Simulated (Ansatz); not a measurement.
# W (Tungsten): the cost of one run

Computed with Ansatz 0.2.0 (DFT PBE, scalar-relativistic, plane waves, PAW, unless a step's input says otherwise).

## 1. The structure to begin with

It takes space group Im-3m (No. 229, cubic). Conventional cell: a = 3.184 Å, b = 3.184 Å, c = 3.184 Å, α = 90.00°, β = 90.00°, γ = 90.00°. W (site symmetry m-3m) has 8 W at 2.76 Å as nearest neighbours.

As a file:

```cif
data_structure
_symmetry_space_group_name_H-M 'Im-3m'
_symmetry_Int_Tables_number 229
_cell_length_a 3.1836
_cell_length_b 3.1836
_cell_length_c 3.1836
_cell_angle_alpha 90.000
_cell_angle_beta 90.000
_cell_angle_gamma 90.000
_cell_volume 32.27
loop_
_atom_site_label
_atom_site_type_symbol
_atom_site_symmetry_multiplicity
_atom_site_Wyckoff_symbol
_atom_site_fract_x
_atom_site_fract_y
_atom_site_fract_z
_atom_site_occupancy
W1 W 2 a 0.00000 0.00000 0.00000 1
```

This cell was relaxed beforehand with the same method: volume 16.13 Å³/atom, gap on the mesh none (metal).

Bulk energy on matching settings, from an earlier run: -10384.8305 eV/atom.

## 2. The (110) slab

Miller indices refer to the conventional cell of the relaxed bulk, Im-3m (No. 229): a = 3.184 Å, b = 3.184 Å, c = 3.184 Å, α = 90.00°, β = 90.00°, γ = 90.00°.

The slab is a (110) slab of 3 planes, 4.5 Å thick as cut, with 15 Å of vacuum; its outer planes are W (top) and W (bottom).

The slab as cut. Its planes from the bottom up:

```tsv
plane	atoms per cell	height over the lowest (Å)
1	W	0.00
2	W	2.25
3	W	4.50
```

## 3. The slab as cut, atoms at the bulk's places

The cell repeats along c, and a dipole correction in the vacuum removes the field between the copies.

The input, input.yaml:

```yaml
crystal:
  lattice:
    - [2.7570398384, 0.0, 0.0]
    - [-0.9190132795, 2.5993620877, 0.0]
    - [0.0, 0.0, 19.5022272031]
  atoms:
    - { symbol: W, position: [0.5, 0.5, 0.3845714606] }
    - { symbol: W, position: [0.0, 0.0, 0.5] }
    - { symbol: W, position: [0.5, 0.5, 0.6154285394] }
basis:
  ecutwfc: 420
kpoints:
  mp_grid: { grid: [13, 13, 1] }
hamiltonian:
  xc: pbe
scf:
  occupations: { method: gaussian, width: 0.1 }
output:
  forces: true
  stress: true
  eigenvalues: true
  write_density: true
  write_potential: true
  elf: true
  volumetric_format: npy
efield:
  axis: 3
  dipole_correction: true
```

The run is started by

```
$ ansatz run input.yaml --threads 1 --pin off --max-ram 2560MiB --backend cpu --events-out ev --progress --plain --runs-dir out
```

**Question.** How long does this run take on 1 thread of Intel Xeon Platinum 8259CL at 2.50GHz (Skylake/Cascade Lake), shared host, and how much memory does it need?

About 20 s, with a peak of 0.45 GiB.
